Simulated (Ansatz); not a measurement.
Runs of Ansatz 0.2.0 on ZnS. It takes space group F-43m (No. 216, cubic). Conventional cell: a = 5.404 Å, b = 5.404 Å, c = 5.404 Å, α = 90.00°, β = 90.00°, γ = 90.00°. Zn (site symmetry -43m) has 4 S at 2.34 Å as nearest neighbours. S (site symmetry -43m) is surrounded by 4 Zn at 2.34 Å. 

```csv
task,level,potentials or basis,cell,k mesh,cutoff (eV),smearing,basis error allowed,mesh quality,gap on the mesh (eV),pressure (GPa),relaxed volume (Å³/atom)
single point,PBE,"all-electron LAPW, scalar-relativistic",as given,6 × 6 × 6,244,fermi-dirac 0.02 eV,0.003 eV/atom,not flagged,2.11,1.6,-
band structure,PBEsol,"all-electron LAPW, non-relativistic",as given,9 × 9 × 9,281,fermi-dirac 0.05 eV,0.001 eV/atom,not flagged,2.25,-0.7,-
band structure,PBEsol,"all-electron LAPW, scalar-relativistic",as given,9 × 9 × 9,281,fermi-dirac 0.05 eV,0.001 eV/atom,not flagged,1.98,-2.0,-
band structure,PBEsol,all-electron PAW datasets made for the crystal,as given,9 × 9 × 9,280,fermi-dirac 0.05 eV,-,not flagged,1.98,-2.0,-
relaxation of cell and atoms,BLYP+D4,"all-electron LAPW, scalar-relativistic",relaxed,9 × 9 × 9,-,fermi-dirac 0.05 eV,0.001 eV/atom,not flagged,2.09,0.0,19.73
relaxation of cell and atoms,PBE,"all-electron LAPW, scalar-relativistic",relaxed,9 × 9 × 9,-,fermi-dirac 0.05 eV,0.001 eV/atom,not flagged,2.02,0.0,(a)
single point,PBE,"all-electron LAPW, scalar-relativistic",as given,4 × 4 × 4,244,fermi-dirac 0.02 eV,0.003 eV/atom,coarse,2.10,1.9,-
single point,PBE,"all-electron LAPW, scalar-relativistic",as given,5 × 5 × 5,244,fermi-dirac 0.04 eV,0.003 eV/atom,not flagged,2.11,1.7,-
single point,HSE06,all-electron PAW datasets made for the crystal,as given,6 × 6 × 6,310,fermi-dirac 0.05 eV,-,not flagged,3.34,-,-
relaxation of cell and atoms,BLYP+D3(BJ),"all-electron LAPW, scalar-relativistic",relaxed,9 × 9 × 9,-,fermi-dirac 0.05 eV,0.001 eV/atom,not flagged,(b),0.0,19.52
relaxation of cell and atoms,revPBE+D3(BJ),"all-electron LAPW, scalar-relativistic",relaxed,9 × 9 × 9,-,fermi-dirac 0.05 eV,0.001 eV/atom,not flagged,2.37,0.0,19.15
single point,PBEsol,all-electron PAW datasets made for the crystal,as given,6 × 6 × 6,280,fermi-dirac 0.05 eV,-,not flagged,1.97,-1.9,-
```

Alike in all rows: no spin polarisation.

Task: Estimate the missing entries.

Result: (a) 20.16; (b) 2.14.

Caveats: some runs use coarse meshes; an odd mesh through Γ misses points on the zone boundary, where band edges often lie (some runs).

Not every run made on this cell is shown here.
